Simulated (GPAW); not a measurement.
Crystal: Cs2AgBiBr6.

```
Bi Cs Ag Br
1.0
     0.00000    5.61610    5.61610
     5.61610    0.00000    5.61610
     5.61610    5.61610    0.00000
Bi Cs Ag Br
1 2 1 6
Direct
  0.00000 0.00000 0.00000
  0.75000 0.75000 0.75000
  0.25000 0.25000 0.25000
  0.50000 0.50000 0.50000
  0.74945 0.74945 0.25055
  0.25055 0.25055 0.74945
  0.74945 0.25055 0.25055
  0.74945 0.25055 0.74945
  0.25055 0.74945 0.74945
  0.25055 0.74945 0.25055
```

Base run:

| Item | Value |
| --- | --- |
| Program | GPAW 26.7.0 |
| Functional | PBE |
| Potentials or basis | GPAW PAW data sets (gpaw-data 1.2.1) |
| Cutoff | 400 eV |
| Basis | pw |
| k mesh | 4 × 4 × 4 |
| Occupations | fermi-dirac, width 0.001 eV |
| Spin | no spin polarisation |
| Hubbard terms | Ag d U = 2.0 eV |

Its results: band gap on the k mesh 1.42 eV, indirect (least direct gap 2.59 eV); electronic dielectric tensor (diagonal) 4.50.

Q: The run is repeated on the same cell with these changes: hubbard terms from Ag d U = 2.0 eV to none. What comes out?

A: Band gap on the k mesh 1.23 eV, indirect (least direct gap 2.44 eV); electronic dielectric tensor (diagonal) 4.73.

The U term pushes filled and empty states of the shell apart.

Caveats: the long-wavelength limit can be off by several per cent where d states take part; spin-orbit coupling is left out, which as a rule narrows the gap of such compounds by several tenths of an eV; an odd mesh through Γ misses points on the zone boundary, where band edges often lie; response on these states lacks terms of the Hamiltonian (some runs).

Not every run made on this cell is shown here.
